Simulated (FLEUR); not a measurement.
# SnTe (Fm-3m) in FLEUR: notebook

Runs on SnTe. Level: Wu-Cohen GGA. Tasks: band structure, equation of state.

All numbers are computed with FLEUR MaX-R8.1 (later development tree); they aren't measurements. Logs are shortened: lines on timing, memory, paths and dates and some standing lists are left out, and cuts for length are marked.

**The experiment to reproduce.**

A printed reference work, textbook reports, for a bulk crystal of SnTe at 300 K: band gap 0.18 eV (direct).

The results are compared with them further down.

## 1. The structure

It takes space group Fm-3m (No. 225, cubic). The conventional cell has a = 6.302 Å, b = 6.302 Å, c = 6.302 Å, α = 90.00°, β = 90.00°, γ = 90.00°. Around Te (site symmetry m-3m) lie 6 Sn at 3.15 Å. Sn (site symmetry m-3m) is surrounded by 6 Te at 3.15 Å.

## 2. Band structure, Wu-Cohen GGA

Contents of inp.xml:

```xml
<?xml version="1.0" encoding="UTF-8" standalone="no"?>
<fleurInput fleurInputVersion="0.39">
   <comment>
      SnTe                                                                                                
   </comment>
   <calculationSetup>
      <cutoffs Kmax="4.1" Gmax="12.7" GmaxXC="12.7" numbands="0"/>
      <scfLoop itmax="60" minDistance="0.00001" maxIterBroyd="15" imix="Anderson" alpha="0.05" precondParam="0.0" spinf="2.0" sdNocoIR="T"/>
      <coreElectrons ctail="T" frcor="F" kcrel="0" coretail_lmax="0"/>
      <xcFunctional name="wc" relativisticCorrections="F"/>
      <magnetism jspins="1"/>
      <soc l_soc="F" theta="0.0" phi="0.0" spav="F"/>
      <expertModes spex="0" secvar="F"/>
      <geometryOptimization l_f="F" forcealpha="1.0" forcemix="BFGS" epsdisp="0.00001" epsforce="0.00001"/>
      <ldaU l_linMix="F" mixParam="0.05" spinf="1.0"/>
   </calculationSetup>
   <cell>
      <bzIntegration valenceElectrons="44.0" mode="hist" fermiSmearingEnergy="0.00183747">
         <kPointListSelection listName="default-1"/>
         <!-- k-points included here -->
         <xi:include xmlns:xi="http://www.w3.org/2001/XInclude" href="kpts.xml"> </xi:include>
      </bzIntegration>
      <!-- symmetry operations included here -->
      <xi:include xmlns:xi="http://www.w3.org/2001/XInclude" href="sym.xml"> </xi:include>
      <bulkLattice scale="1.0">
[... 33 lines left out ...]
         </electronConfig>
         <energyParameters s="5" p="5" d="4" f="4"/>
         <lo type="SCLO" l="0" n="4" eDeriv="0"/>
         <lo type="SCLO" l="1" n="4" eDeriv="0"/>
         <lo type="SCLO" l="1" n="4" eDeriv="1"/>
         <lo type="SCLO" l="2" n="4" eDeriv="2"/>
         <lo type="SCLO" l="3" n="4" eDeriv="2"/>
      </species>
   </atomSpecies>
   <atomGroups>
      <atomGroup species="Tellurium (Te)">
         <relPos label="                   1">1.000/2.000 1.000/2.000 1.000/2.000</relPos>
         <force calculate="T" relaxXYZ="TTT"/>
      </atomGroup>
      <atomGroup species="Tin (Sn)">
         <relPos label="                   2">.0000000000 .0000000000 .0000000000</relPos>
         <force calculate="T" relaxXYZ="TTT"/>
      </atomGroup>
   </atomGroups>
   <output dos="F" band="F" slice="F">
      <checks vchk="F" cdinf="F"/>
      <bandDOS minEnergy="-.5*Htr" maxEnergy="0.5*Htr" sigma="0.015" storeEVData="T"/>
      <vacuumDOS vacdos="F" integ="F" star="F" nstars="0" locx1="0.0" locy1="0.0" locx2="0.0" locy2="0.0" nstm="0" tworkf="0.0"/>
      <unfoldingBand unfoldBand="F" supercellX="1" supercellY="1" supercellZ="1"/>
      <plotting iplot="0" polar="F">
         <plot TwoD="T" vec1="  1.0  0.0  0.0" vec2="  0.0  1.0  0.0" vec3="  0.0  0.0  1.0" zero="  0.0  0.0  0.0" file="plot"/>
      </plotting>
      <chargeDensitySlicing numkpt="0" minEigenval="0.0" maxEigenval="0.0" nnne="0" pallst="F"/>
      <specialOutput eonly="F"/>
      <moessbauerParams electricFieldGradient="T" isomerShift="T" coreHyperfine="T" valenceHyperfine="T"/>
      <magneticCircularDichroism mcd="F" energyLo="-10.0" energyUp="0.0"/>
   </output>
  <!-- We include the file relax.xml here to enable relaxations (see documentation) -->
  <xi:include xmlns:xi="http://www.w3.org/2001/XInclude" href="relax.xml"> <xi:fallback/> </xi:include>
</fleurInput>
```

Contents of crystal.txt:

```
SnTe
&input cartesian=F /
0.0000000000  3.1508500000  3.1508500000
3.1508500000  0.0000000000  3.1508500000
3.1508500000  3.1508500000  0.0000000000
1.8897261246
1.0 1.0 1.0

2
52 0.5000000000  0.5000000000  0.5000000000
50 0.0000000000  0.0000000000  0.0000000000

&kpt div1=7 div2=7 div3=7 gamma=T /
```

Contents of inp.xml (bands):

```
<?xml version="1.0" encoding="UTF-8" standalone="no"?>
<fleurInput fleurInputVersion="0.39">
   <comment>
      SnTe                                                                                                
   </comment>
   <calculationSetup>
      <cutoffs Kmax="4.1" Gmax="12.7" GmaxXC="12.7" numbands="0"/>
      <scfLoop itmax="60" minDistance="0.00001" maxIterBroyd="15" imix="Anderson" alpha="0.05" precondParam="0.0" spinf="2.0" sdNocoIR="T"/>
      <coreElectrons ctail="T" frcor="F" kcrel="0" coretail_lmax="0"/>
      <xcFunctional name="wc" relativisticCorrections="F"/>
      <magnetism jspins="1"/>
      <soc l_soc="F" theta="0.0" phi="0.0" spav="F"/>
      <expertModes spex="0" secvar="F"/>
      <geometryOptimization l_f="F" forcealpha="1.0" forcemix="BFGS" epsdisp="0.00001" epsforce="0.00001"/>
      <ldaU l_linMix="F" mixParam="0.05" spinf="1.0"/>
   </calculationSetup>
   <cell>
      <bzIntegration valenceElectrons="44.0" mode="hist" fermiSmearingEnergy="0.00183747">
         <kPointListSelection listName="path-1"/>
         <!-- k-points included here -->
         <xi:include xmlns:xi="http://www.w3.org/2001/XInclude" href="kpts.xml"> </xi:include>
      </bzIntegration>
      <!-- symmetry operations included here -->
      <xi:include xmlns:xi="http://www.w3.org/2001/XInclude" href="sym.xml"> </xi:include>
      <bulkLattice scale="1.0">
[... 33 lines left out ...]
         </electronConfig>
         <energyParameters s="5" p="5" d="4" f="4"/>
         <lo type="SCLO" l="0" n="4" eDeriv="0"/>
         <lo type="SCLO" l="1" n="4" eDeriv="0"/>
         <lo type="SCLO" l="1" n="4" eDeriv="1"/>
         <lo type="SCLO" l="2" n="4" eDeriv="2"/>
         <lo type="SCLO" l="3" n="4" eDeriv="2"/>
      </species>
   </atomSpecies>
   <atomGroups>
      <atomGroup species="Tellurium (Te)">
         <relPos label="                   1">1.000/2.000 1.000/2.000 1.000/2.000</relPos>
         <force calculate="T" relaxXYZ="TTT"/>
      </atomGroup>
      <atomGroup species="Tin (Sn)">
         <relPos label="                   2">.0000000000 .0000000000 .0000000000</relPos>
         <force calculate="T" relaxXYZ="TTT"/>
      </atomGroup>
   </atomGroups>
   <output dos="F" band="T" slice="F">
      <checks vchk="F" cdinf="F"/>
      <bandDOS minEnergy="-.5*Htr" maxEnergy="0.5*Htr" sigma="0.015" storeEVData="T"/>
      <vacuumDOS vacdos="F" integ="F" star="F" nstars="0" locx1="0.0" locy1="0.0" locx2="0.0" locy2="0.0" nstm="0" tworkf="0.0"/>
      <unfoldingBand unfoldBand="F" supercellX="1" supercellY="1" supercellZ="1"/>
      <plotting iplot="0" polar="F">
         <plot TwoD="T" vec1="  1.0  0.0  0.0" vec2="  0.0  1.0  0.0" vec3="  0.0  0.0  1.0" zero="  0.0  0.0  0.0" file="plot"/>
      </plotting>
      <chargeDensitySlicing numkpt="0" minEigenval="0.0" maxEigenval="0.0" nnne="0" pallst="F"/>
      <specialOutput eonly="F"/>
      <moessbauerParams electricFieldGradient="T" isomerShift="T" coreHyperfine="T" valenceHyperfine="T"/>
      <magneticCircularDichroism mcd="F" energyLo="-10.0" energyUp="0.0"/>
   </output>
  <!-- We include the file relax.xml here to enable relaxations (see documentation) -->
  <xi:include xmlns:xi="http://www.w3.org/2001/XInclude" href="relax.xml"> <xi:fallback/> </xi:include>
</fleurInput>
```

Potentials or basis: all-electron, FLAPW.

Command:

```console
> inpgen -f crystal.txt -profile fastHighL
> # inp.xml edited to the form shown
> fleur_MPI
> fleur_MPI   # second run, on inp.xml (bands)
```

What it wrote:

```text
Welcome to FLEUR        (www.flapw.de)
      MaX-Release 8.1          (www.max-centre.eu)

 ========== k-point set info ==========
 Selected k-point list: default-1
 k-point list type: mesh
 7 x 7 x 7
 Number of k points: 20

 ------------Calculation Setup---------------------------
 Number of MPI-tasks      :            1
 Number of PE/node        :            1
 Number of OMP-threads    :            1
 Most efficient MPI parallelization for:
           1           2           4           5          10          20
 Additional eigenvalue parallelization possible
 Number of basis functions:          615
 Approximate size of matrices (H+S) per k-point:         0.006 GB
 --------------------------------------------------------
 Iteration:     1   Distance:       4.58441518 me/bohr^3
 Iteration:     2   Distance:       4.28868930 me/bohr^3
 Iteration:     3   Distance:       1.76244499 me/bohr^3
 Iteration:     4   Distance:       0.62354704 me/bohr^3
 Iteration:     5   Distance:       0.49748073 me/bohr^3
 Iteration:     6   Distance:       0.05600842 me/bohr^3
 Iteration:     7   Distance:       0.02590883 me/bohr^3
 Iteration:     8   Distance:       0.01522470 me/bohr^3
 Iteration:     9   Distance:       0.00234826 me/bohr^3
 Iteration:    10   Distance:       0.00074471 me/bohr^3
 Iteration:    11   Distance:       0.00019183 me/bohr^3
 Iteration:    12   Distance:       0.00001696 me/bohr^3
 Iteration:    13   Distance:       0.00001989 me/bohr^3
 Iteration:    14   Distance:       0.00000074 me/bohr^3

 ********************************************************************
 Run finished successfully
 Stop message:
   all done
 ********************************************************************
```

output (bands):

```text
Welcome to FLEUR        (www.flapw.de)
      MaX-Release 8.1          (www.max-centre.eu)

 ========== k-point set info ==========
 Selected k-point list: path-1
 k-point list type: path
 Number of k points: 60

 ------------Calculation Setup---------------------------
 Number of MPI-tasks      :            1
 Number of PE/node        :            1
 Number of OMP-threads    :            1
 Most efficient MPI parallelization for:
           1           2           3           4           5           6          10          12          15          20          30          60
 Additional eigenvalue parallelization possible
 Number of basis functions:          615
 Approximate size of matrices (H+S) per k-point:         0.006 GB
 --------------------------------------------------------
 Fermi energy correction for metals:
 Fermi energy in bands.* files may not be consistent with last density.
 Please correct it manually (e.g. in band.gnu file).

 Note: Band structure data (together with different weights) is also stored in the banddos.hdf file.
       A convenient way of extracting and plotting the data from that file is by making use of the

 ********************************************************************
 Run finished successfully
 Stop message:
   Charge density postprocessing done.
 ********************************************************************
```

out.xml (last iteration):

```text
<iteration numberForCurrentRun="   14" overallNumber="   14">
         <energyParameters units="Htr">
            <atomicEP atomType="1" spin="1" branch="5s" branchLowest="-5.61" branchHighest="0.29" value="-0.1775510621"/>
            <atomicEP atomType="1" spin="1" branch="5p" branchLowest="-3.78" branchHighest="0.92" value="0.1234214496"/>
            <atomicEP atomType="1" spin="1" branch="5d" branchLowest="-1.10" branchHighest="2.01" value="0.3717754865"/>
            <atomicEP atomType="1" spin="1" branch="4f" branchLowest="-9.99" branchHighest="1.52" value="0.5299890125"/>
            <loAtomicEP atomType="1" spin="1" branch="4p" branchLowest="-29.09" branchHighest="-3.78" value="-3.7905570327"/>
            <loAtomicEP atomType="1" spin="1" branch="4p" branchLowest="-29.09" branchHighest="-3.78" value="-3.7905570327"/>
            <loAtomicEP atomType="1" spin="1" branch="4d" branchLowest="-20.14" branchHighest="-1.10" value="-1.1079101905"/>
            <loAtomicEP atomType="1" spin="1" branch="4d" branchLowest="-20.14" branchHighest="-1.10" value="-1.1079101905"/>
            <loAtomicEP atomType="1" spin="1" branch="5s" branchLowest="-5.61" branchHighest="0.29" value="-0.1775510621"/>
            <loAtomicEP atomType="1" spin="1" branch="4f" branchLowest="-9.99" branchHighest="1.52" value="0.5299891158"/>
            <atomicEP atomType="2" spin="1" branch="5s" branchLowest="-4.52" branchHighest="0.62" value="-0.0350968395"/>
            <atomicEP atomType="2" spin="1" branch="5p" branchLowest="-2.89" branchHighest="1.23" value="0.1902231498"/>
            <atomicEP atomType="2" spin="1" branch="4d" branchLowest="-16.99" branchHighest="-0.52" value="-0.5372536452"/>
            <atomicEP atomType="2" spin="1" branch="4f" branchLowest="-9.99" branchHighest="1.76" value="0.5479378334"/>
            <loAtomicEP atomType="2" spin="1" branch="4s" branchLowest="-30.63" branchHighest="-4.52" value="-4.5181008415"/>
            <loAtomicEP atomType="2" spin="1" branch="4p" branchLowest="-25.26" branchHighest="-2.89" value="-2.9024250113"/>
            <loAtomicEP atomType="2" spin="1" branch="4p" branchLowest="-25.26" branchHighest="-2.89" value="-2.9024250113"/>
            <loAtomicEP atomType="2" spin="1" branch="4d" branchLowest="-16.99" branchHighest="-0.52" value="-0.5500027588"/>
            <loAtomicEP atomType="2" spin="1" branch="4f" branchLowest="-9.99" branchHighest="1.76" value="0.5479396060"/>
         </energyParameters>
         <eigenvalues>
            <eigenvaluesAt spin="1" ikpt="1" k_x="0.00000000" k_y="0.00000000" k_z="0.00000000">
                      -4.5180997965       -3.7789401772       -3.7789401772       -3.7789401772       -2.8939160199
                      -2.8939160199       -2.8939160199       -1.1111750299       -1.1111750299       -1.1109840213
                      -1.1109840213       -1.1109840213       -0.5522967288       -0.5522967288       -0.5520134310
                      -0.5520134310       -0.5520134310       -0.2221209587        0.0749747139        0.1711371109
                       0.1711371109        0.1711371109        0.3715257209        0.3715257209        0.3715257209
                       0.4244419477        0.4244419477        0.4244419477        0.4946903116        0.5051816107
                       0.5051816107        0.5383201614        0.9204370156        0.9204370156
            </eigenvaluesAt>
[... 72 lines left out ...]
               <shell n="3" l="1" isomerShift="135.51596"/>
               <shell n="4" l="0" isomerShift="999.02645"/>
               <shell n="3" l="2" isomerShift="0.00003"/>
            </coreIsomerShift>
            <coreIsomerShift atomType="2" isTotal="193486.84583">
               <shell n="1" l="0" isomerShift="169224.44851"/>
               <shell n="2" l="0" isomerShift="19833.05341"/>
               <shell n="2" l="1" isomerShift="477.84124"/>
               <shell n="3" l="0" isomerShift="3851.29495"/>
               <shell n="3" l="1" isomerShift="100.20770"/>
               <shell n="3" l="2" isomerShift="0.00002"/>
            </coreIsomerShift>
            <isomerShift atomType="1" nucleusRadius="0.0001189" averageDensity="232138.20852"/>
            <isomerShift atomType="2" nucleusRadius="0.0001161" averageDensity="194347.90542"/>
            <electricFieldGradient atomType="1" VXX="0.00000" VYY="0.00000" VZZ="0.00000" asymParam="0.00000">
            </electricFieldGradient>
            <electricFieldGradient atomType="2" VXX="0.00000" VYY="0.00000" VZZ="0.00000" asymParam="0.00000">
            </electricFieldGradient>
         </moessbauerParams>
         <totalEnergy                                    value="   -12974.4528155654" units="Htr">
            <sumOfEigenvalues                            value="    -7857.2598225553">
               <coreElectrons value="-7792.0457150526"/>
               <valenceElectrons value="-65.2141075027"/>
            </sumOfEigenvalues>
            <densityCoulombPotentialIntegral value="-21102.1777261730"/>
            <densityEffectivePotentialIntegral value="-21547.5171840069"/>
            <chargeDenXCDenIntegral value="-339.9964985715"/>
            <FockExchangeEnergyValence value="0.0000000000"/>
            <FockExchangeEnergyCore value="0.0000000000"/>
            <atomTypeDependentContributions atomType="1">
               <electronNucleiInteractionDifferentMTs value="8240.9350488635"/>
               <MadelungTerm value="-24.2004049622"/>
            </atomTypeDependentContributions>
            <atomTypeDependentContributions atomType="2">
               <electronNucleiInteractionDifferentMTs value="7485.6241181029"/>
               <MadelungTerm value="-22.8652434305"/>
            </atomTypeDependentContributions>
            <tkbTimesEntropy value="0.0000017227"/>
            <freeEnergy value="-12974.4528172881"/>
            <extrapolationTo0K value="-12974.4528164267"/>
         </totalEnergy>
         <densityConvergence units="me/bohr^3">
            <chargeDensity spin="1" distance="0.0000007412"/>
         </densityConvergence>
      </iteration>
```

Run time: 51 s. Hardware: 1 thread of Arm Neoverse V1, shared host; peak memory 0.08 GiB.

Results:

```
Free energy                                           : -353052.8469 eV
Band gap along the path                               : 0.14 eV, direct
Valence electrons inside the program's atomic spheres : Te 20.13; Sn 20.12 (radii Te 2.66, Sn 2.66 bohr)
```

Levels at the corners of the path, in eV from the Fermi level:
```csv
point,band 20,band 21,band 22,band 23,band 24,band 25
Γ,-2.17,-2.17,-2.17,3.28,3.28,3.28
X,-5.63,-3.78,-3.78,2.07,4.85,4.85
W,-4.88,-4.88,-0.86,0.78,4.54,4.54
K,-5.23,-3.29,-2.77,2.98,3.01,4.11
Γ,-2.17,-2.17,-2.17,3.28,3.28,3.28
L,-1.83,-1.83,-0.10,0.04,0.31,0.31
U,-5.23,-3.29,-2.77,2.98,3.01,4.11
W,-4.88,-4.88,-0.86,0.78,4.54,4.54
L,-1.83,-1.83,-0.10,0.04,0.31,0.31
K,-5.23,-3.29,-2.77,2.98,3.01,4.11
U,-5.23,-3.29,-2.77,2.98,3.01,4.11
X,-5.63,-3.78,-3.78,2.07,4.85,4.85
```

Core levels (eV from the Fermi level):
| atom | levels |
| --- | --- |
| 1 Te | 1s1/2 -31599.1, 2s1/2 -4840.5, 2p1/2 -4535.7, 2p3/2 -4261.2, 3s1/2 -959.6, 3p1/2 -834.2, 3p3/2 -783.0, 4s1/2 -159.6, 3d3/2 -561.5, 3d5/2 -550.8 |
| 2 Sn | 1s1/2 -28987.9, 2s1/2 -4371.6, 2p1/2 -4084.0, 2p3/2 -3853.3, 3s1/2 -840.3, 3p1/2 -723.4, 3p3/2 -681.3, 3d3/2 -474.3, 3d5/2 -465.6 |

Caveat: this odd mesh misses L, where the gap lies, so gap, dielectric constants and Born charges aren't listed; spin-orbit coupling is left out, which moves the levels of the heavy elements.

## 3. Equation of state, Wu-Cohen GGA, 29.40 Å³/atom (volume scaled by 0.94)

Changes to inp.xml since step 2:

```diff
@@ -24,3 +24,3 @@
       <xi:include xmlns:xi="http://www.w3.org/2001/XInclude" href="sym.xml"> </xi:include>
-      <bulkLattice scale="1.0">
+      <bulkLattice scale="0.9795861087">
          <bravaisMatrix>
```

Potentials or basis: all-electron, FLAPW.

Command:

```console
> inpgen -f crystal.txt -profile fastHighL
> # inp.xml edited to the form shown
> fleur_MPI
```

Wall time 39 s (1 thread of Arm Neoverse V1, shared host); peak memory 0.08 GiB.

The run converged. Its results:

```
Free energy                                           : -353052.8162 eV
Valence electrons inside the program's atomic spheres : Te 20.17; Sn 20.18 (radii Te 2.66, Sn 2.66 bohr)
```

Caveat: this odd mesh misses L, where the gap lies, so gap, dielectric constants and Born charges aren't listed.

## 4. Equation of state, Wu-Cohen GGA, 30.03 Å³/atom (volume scaled by 0.96)

Changes to inp.xml since step 3:

```diff
@@ -24,3 +24,3 @@
       <xi:include xmlns:xi="http://www.w3.org/2001/XInclude" href="sym.xml"> </xi:include>
-      <bulkLattice scale="0.9795861087">
+      <bulkLattice scale="0.9864848297">
          <bravaisMatrix>
```

Command:

```console
> inpgen -f crystal.txt -profile fastHighL
> # inp.xml edited to the form shown
> fleur_MPI
```

Run time: 40 s. Hardware: 1 thread of Arm Neoverse V1, shared host; peak memory 0.09 GiB.

It converged, with:

* Free energy: -353052.8352 eV
* Valence electrons inside the program's atomic spheres: Te 20.15; Sn 20.16 (radii Te 2.66, Sn 2.66 bohr)

Caveat: this odd mesh misses L, where the gap lies, so gap, dielectric constants and Born charges aren't listed.

## 5. Equation of state, Wu-Cohen GGA, 31.28 Å³/atom

Changes to inp.xml since step 4:

```diff
@@ -24,3 +24,3 @@
       <xi:include xmlns:xi="http://www.w3.org/2001/XInclude" href="sym.xml"> </xi:include>
-      <bulkLattice scale="0.9864848297">
+      <bulkLattice scale="1.0000000000">
          <bravaisMatrix>
```

Command:

```console
> inpgen -f crystal.txt -profile fastHighL
> # inp.xml edited to the form shown
> fleur_MPI
```

Wall time 42 s (1 thread of Arm Neoverse V1, shared host); peak memory 0.09 GiB.

The run converged. Its results:

| Property | Result |
| --- | --- |
| Free energy | -353052.8469 eV |
| Valence electrons inside the program's atomic spheres | Te 20.13; Sn 20.12 (radii Te 2.66, Sn 2.66 bohr) |

Caveat: this odd mesh misses L, where the gap lies, so gap, dielectric constants and Born charges aren't listed.

[end of part 1 of 2]
